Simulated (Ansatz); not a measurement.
# MgS (P6_3mc) in Ansatz: further runs

One crystal, MgS, is run at these levels: PBEsol, r2SCAN; tasks: Born charges and dielectric tensor, single point, equation of state.

Program: Ansatz 0.2.0. These are calculated values, not measurements. Logs are shortened: lines on timing, memory, paths and dates and some standing lists are left out, and cuts for length are marked.

## 1. The crystal as given

The structure is hexagonal, space group P6_3mc (No. 186). Conventional cell: a = 4.035 Å, b = 4.035 Å, c = 6.432 Å, α = 90.00°, β = 90.00°, γ = 120.00°. S (site symmetry 3m) has 4 Mg at 2.45 to 2.47 Å as nearest neighbours. Mg (site symmetry 3m) has 4 S at 2.45 to 2.47 Å as nearest neighbours.

The cell comes from a database or a generator and needn't be the stable form of this composition.

## 2. Born charges and dielectric tensor, PBEsol

Contents of input.yaml:

```yaml
crystal:
  lattice:
    - [4.0346224068, 0.0, 0.0]
    - [-2.0173112034, 3.494085499, 0.0]
    - [0.0, 0.0, 6.43229418]
  atoms:
    - { symbol: S, position: [0.6666666667, 0.3333333333, 0.87924415] }
    - { symbol: S, position: [0.3333333333, 0.6666666667, 0.37924415] }
    - { symbol: Mg, position: [0.3333333333, 0.6666666667, 0.99575485] }
    - { symbol: Mg, position: [0.6666666667, 0.3333333333, 0.49575485] }
hamiltonian:
  xc: pbesol
  pseudopotentials: { kind: paw }
kpoints:
  mp_grid: { grid: [6, 6, 4] }
scf:
  occupations: { method: fixed }
output:
  eigenvalues: true
dielectric:
  method: response
```

Potentials or basis: Ansatz PAW.

Launch:

```bash
ansatz run input.yaml --threads 2 --pin off --max-ram 5632MiB --backend cpu --events-out ev --progress --plain --runs-dir out
```

The log of the run:

```text
Warning: RAYON_NUM_THREADS=2 ignored (pool sized by the plan → 2); use --threads N
Engine: ansatz 0.2.0, aarch64-unknown-linux-gnu
Pseudopotentials: kind: paw
Pseudopotential: S, paw, valence charge 6, recommended cutoff 420 eV (normal), S.paw.azcp
Pseudopotential: Mg, paw, valence charge 10, recommended cutoff 420 eV (normal), Mg.paw.azcp
Functional definition: PBEsol
  exchange = pbesol_x
  correlation = pbesol_c
Crystal: 4 atoms, lattice volume = 90.678 Å³
Basis set: ecut = 420 eV, 1785 PW (Γ), exchange–correlation on 54×54×96 points (8 copies of the dense FFT grid, shifted against one another)
Bands: 20, of which v1, the nominal top of the filled ones, is band 16 counted from 1 (15 counted from 0)
Symmetry: 12 space group operations
k-points: 47 of 144 (irreducible under 2 space group operations, time reversal used)
Non-local potential: S, projectors of the file, l = 0: 2, l = 1: 2, l = 2: 2
Non-local potential: Mg, projectors of the file, l = 0: 3, l = 1: 2, l = 2: 1
PAW form: soft (Blöchl's): semilocal exchange-correlation on the pseudo side does not see the compensation charge
PAW frozen core: S, regenerated for the run's functional, and the local potential with it (the file was generated under x = pbe(κ = 0.804, μ = 0.2195149727645171), c = pbe(β = 0.06672455060314922))
PAW frozen core: Mg, regenerated for the run's functional, and the local potential with it (the file was generated under x = pbe(κ = 0.804, μ = 0.2195149727645171), c = pbe(β = 0.06672455060314922))
PAW one-centre angular grid: S, 110 points (default); XC on 64 Gauss nodes
PAW one-centre angular grid: Mg, 110 points (default); XC on 64 Gauss nodes
Initial density: superposition of atomic densities (neutral atoms: chi_scale 0, normalization atom), corrected by the library's trained network
Initial wavefunctions: pseudopotential atomic-orbital guess
Functional: x = pbesol(κ = 0.804, μ = 0.12345679012345678), c = pbesol(β = 0.046)
SCF iter   1: F=—  HF=-5599.568584 eV  |F-HF|=—  |Δ(HF+E_count)|=         —  Δρ=3.02e-3  dr2=1.42e-2  ethr=1.77e-3  ⟨swp⟩=5.0  Hψ=4025  notcnv=0  defer=86
preconditioner: auto → Resta (q_TF=auto, 2.294 Å⁻¹)  ε∞=3.6  [insulator: Δε(μ)=3.225 eV  Ē_g=9.681 eV  n_scr=22 (ndim 8)  ℏωp=15.6 eV  f_vac=0.037  ε∞_Penn≈3.6]
SCF iter   2: F=—  HF=-5599.561108 eV  |F-HF|=—  |Δ(HF+E_count)|=   7.48e-3  Δρ=1.53e-3  dr2=3.51e-3  ethr=4.44e-5  ⟨swp⟩=2.1  Hψ=1772  notcnv=0  defer=93
SCF iter   3: F=—  HF=-5599.560324 eV  |F-HF|=—  |Δ(HF+E_count)|=   7.84e-4  Δρ=4.31e-4  dr2=1.13e-4  ethr=1.10e-5  ⟨swp⟩=3.0  Hψ=1789  notcnv=0  defer=93
SCF iter   4: F=—  HF=-5599.560344 eV  |F-HF|=—  |Δ(HF+E_count)|=   2.04e-5  Δρ=2.06e-4  dr2=3.71e-5  ethr=3.54e-7  ⟨swp⟩=2.0  Hψ=1700  notcnv=0  defer=93
SCF iter   5: F=—  HF=-5599.560332 eV  |F-HF|=—  |Δ(HF+E_count)|=   1.19e-5  Δρ=8.63e-5  dr2=7.63e-6  ethr=1.16e-7  ⟨swp⟩=3.0  Hψ=1974  notcnv=0  defer=2
SCF iter   6: F=—  HF=-5599.560332 eV  |F-HF|=—  |Δ(HF+E_count)|=   6.96e-8  Δρ=8.75e-6  dr2=1.09e-7  ethr=2.38e-8  ⟨swp⟩=2.0  Hψ=1598  notcnv=0  defer=2
SCF iter   7: F=—  HF=-5599.560332 eV  |F-HF|=—  |Δ(HF+E_count)|=   1.84e-7  Δρ=2.22e-6  dr2=5.93e-9  ethr=3.40e-10  ⟨swp⟩=2.0  Hψ=1599  notcnv=0  defer=1
SCF iter   8: F=—  HF=-5599.560332 eV  |F-HF|=—  |Δ(HF+E_count)|=   7.42e-9  Δρ=5.66e-7  dr2=3.10e-10  ethr=1.85e-11  ⟨swp⟩=2.0  Hψ=1270  notcnv=0  defer=1
SCF iter   9: F=-5599.560332 eV  HF=-5599.560332 eV  |F-HF|=4.55e-12  |Δ(HF+E_count)|=  9.73e-11  Δρ=6.82e-8  dr2=6.31e-12  ethr=1.00e-12  ⟨swp⟩=4.0  Hψ=3118  notcnv=0
SCF 1 converged in 9 iterations: F = -5599.560332 eV  dr2 = 6.31e-12
DFPT response loops at Γ: preconditioner auto → Resta (q_TF=auto, 2.294 Å⁻¹)  ε∞=4.3 (no band partly filled); β = 1.00, the filter's whole step (`scf.mixing.beta` (0.50) is not read by the response loops at its default; to damp them type it under 1.00, their step now; it binds the ground state too); Broyden in place of MSR1
── the response to a field inside a basis, on 6×6×4 k-points: an SCF that follows is theirs, and a resumed run solves both again ──
Bands: 17, of which v1, the nominal top of the filled ones, is band 16 counted from 1 (15 counted from 0)
k-points: 24 of 144 (irreducible under 4 space group operations, time reversal used)
Initial density: handed on by an earlier stage of this run
Initial wavefunctions: pseudopotential atomic-orbital guess (no wavefunctions were taken with the density)
Eigensolver: Dense (24 Hₖ)
SCF iter   1: F=—  HF=-5599.556845 eV  |F-HF|=—  |Δ(HF+E_count)|=         —  Δρ=1.03e-4  dr2=1.82e-6  ethr=1.00e-1
preconditioner: auto → Resta (q_TF=auto, 2.294 Å⁻¹)  ε∞=4.2  [insulator: Δε(μ)=3.878 eV  Ē_g=8.680 eV  n_scr=22 (ndim 8)  ℏωp=15.6 eV  f_vac=0.033  ε∞_Penn≈4.2]
SCF iter   2: F=—  HF=-5599.556847 eV  |F-HF|=—  |Δ(HF+E_count)|=   2.42e-6  Δρ=5.52e-5  dr2=5.52e-7  ethr=5.68e-9
SCF iter   3: F=-5599.556848 eV  HF=-5599.556848 eV  |F-HF|=7.61e-9  |Δ(HF+E_count)|=   9.99e-7  Δρ=2.20e-6  dr2=6.51e-9  ethr=1.73e-9
SCF 1 converged in 3 iterations: F = -5599.556848 eV  dr2 = 6.51e-9
DFPT response loops at Γ: preconditioner auto → Resta (q_TF=auto, 2.294 Å⁻¹)  ε∞=3.9 (no band partly filled); β = 1.00, the filter's whole step (`scf.mixing.beta` (0.50) is not read by the response loops at its default; to damp them type it under 1.00, their step now; it binds the ground state too); Broyden in place of MSR1
SCF converged after 9 iterations
Free energy (F): -5599.560332 eV
Harris-Foulkes:  -5599.560332 eV  (|F-HF|=4.55e-12)
Internal energy: -5599.560332 eV  (E = F + TS)
E sigma→0 (E₀):  -5599.560332 eV
Fermi energy:    3.204398 eV
--- Per-component energies (eV) ---
  E_band       = -738.489334
  E_kinetic    = 367.417492
  E_local      = -3771.497318  (includes V_loc(G=0)·N_el)
  E_nonlocal   = 248.867934
  E_hartree    = 1365.537188
  E_xc         = -251.063858
  E_vxc        = -251.049093  (∫ρ·V_xc dr)
  E_paw        = -1730.825053  (= ΣΔE_a)
  E_vpaw       = -63.302677  (= ΣTr[D̂ρ^β])
  E_aug_tail   = -0.000003  (compensation charges beyond the density's cutoff)
  E_ewald      = -1828.238337
  E_core_change = 0.241623  (= ΣΔE_core)
  E_smearing   = -0.000000  (= −TS)
  E_closure    = 0.000000  (closes the sum)
  Σ components = -5599.560332   (vs F -5599.560332, Δ=0.00e0)
--- Band table (eV; the first three rows and the last of 47) ---
  k-point 0: bands = ["-70.3365", "-70.3365", "-37.2854", "-37.2826", "-37.2789", "-37.2789", "-37.2784", "-37.2784", "-8.2094", "-7.4636", "-0.0680", "2.6186", "2.6186", "3.0415", "3.0415", "3.2044", "6.4722", "7.7539", "10.5634", "10.5634"]
  k-point 1: bands = ["-70.3365", "-70.3365", "-37.2850", "-37.2830", "-37.2788", "-37.2788", "-37.2784", "-37.2784", "-8.1142", "-7.5898", "0.2952", "2.4744", "2.6770", "2.6770", "2.9759", "2.9759", "7.1739", "7.8971", "10.5222", "10.5222"]
  k-point 2: bands = ["-70.3365", "-70.3365", "-37.2840", "-37.2840", "-37.2786", "-37.2786", "-37.2786", "-37.2786", "-7.8671", "-7.8671", "1.2523", "1.2523", "2.8229", "2.8229", "2.8229", "2.8229", "7.9723", "7.9723", "10.6766", "10.6766"]
  k-point 46: bands = ["-70.3365", "-70.3364", "-37.2842", "-37.2836", "-37.2803", "-37.2801", "-37.2795", "-37.2791", "-7.4986", "-7.3100", "0.2597", "0.5467", "1.4600", "1.8925", "2.1365", "2.6204", "8.1255", "8.8883", "9.4386", "10.1301"]
--- Dielectric response (ions clamped): 3 representative field directions + reference, inside a basis on a mesh of 144 k-points (Σ response iterations 12) ---
  ε∞ (high-frequency dielectric tensor):
        4.093802     0.000000     0.000000
        0.000000     4.093802     0.000000
       -0.000000    -0.000000     4.220765
  Born effective charges Z* (e; rows j = field, columns β = displacement):
    site 0:
        -1.87936   -0.00000    0.00000
        -0.00000   -1.87936    0.00000
        -0.00000    0.00000   -1.95773
    site 1:
        -1.87936    0.00000    0.00000
         0.00000   -1.87936   -0.00000
         0.00000    0.00000   -1.95773
    site 2:
         1.87936    0.00000   -0.00000
         0.00000    1.87936   -0.00000
         0.00000   -0.00000    1.95773
    site 3:
         1.87936    0.00000    0.00000
         0.00000    1.87936    0.00000
        -0.00000    0.00000    1.95773
  Z* charge neutrality: 8.315e-3 e pre-enforcement
  solved inside a basis spanned on kpoints, on 6×6×4 k-points, its susceptibility summed on 10×10×6: ε∞ is read to err by 1.3e-2, Z* by 1.5e-2 e (field_mesh: kpoints solves on kpoints); Z* is corrected for what the basis lacks
```

Run time: 36 s. Hardware: 2 threads of Arm Neoverse V2, shared host; peak memory 0.63 GiB.

Results:

* Free energy: -5599.5603 eV
* Band gap on the k mesh: 3.27 eV, direct
* Electronic dielectric tensor (diagonal): 4.09, 4.09, 4.22
* Born charges (mean of the diagonal): S -1.91; Mg +1.91 e

Levels at points of the mesh, in eV from the valence-band top:
```
             k point  band 14  band 15  band 16  band 17  band 18  band 19
  (0.00, 0.00, 0.00)    -0.16    -0.16     0.00     3.27     4.55     7.36
 (0.00, 0.00, -0.50)    -0.38    -0.38    -0.38     4.77     4.77     7.47
 (0.00, -0.50, 0.00)    -1.26    -0.95    -0.48     4.57     5.05     5.67
(0.00, -0.50, -0.50)    -0.91    -0.82    -0.82     4.49     4.49     6.17
 (-0.50, 0.00, 0.00)    -1.26    -0.95    -0.48     4.57     5.05     5.67
(-0.50, 0.00, -0.50)    -0.91    -0.82    -0.82     4.49     4.49     6.17
```

Electronic dielectric tensor:
```
4.09 0.00 0.00
0.00 4.09 0.00
0.00 0.00 4.22
```

Born effective charge tensors (e):
atom 1, S
```
-1.88  0.00  0.00
 0.00 -1.88  0.00
 0.00  0.00 -1.96
```
atom 2, S
```
-1.88  0.00  0.00
 0.00 -1.88  0.00
 0.00  0.00 -1.96
```
atom 3, Mg
```
1.88 0.00 0.00
0.00 1.88 0.00
0.00 0.00 1.96
```
atom 4, Mg
```
1.88 0.00 0.00
0.00 1.88 0.00
0.00 0.00 1.96
```

(Continued in part 2 of 2.)
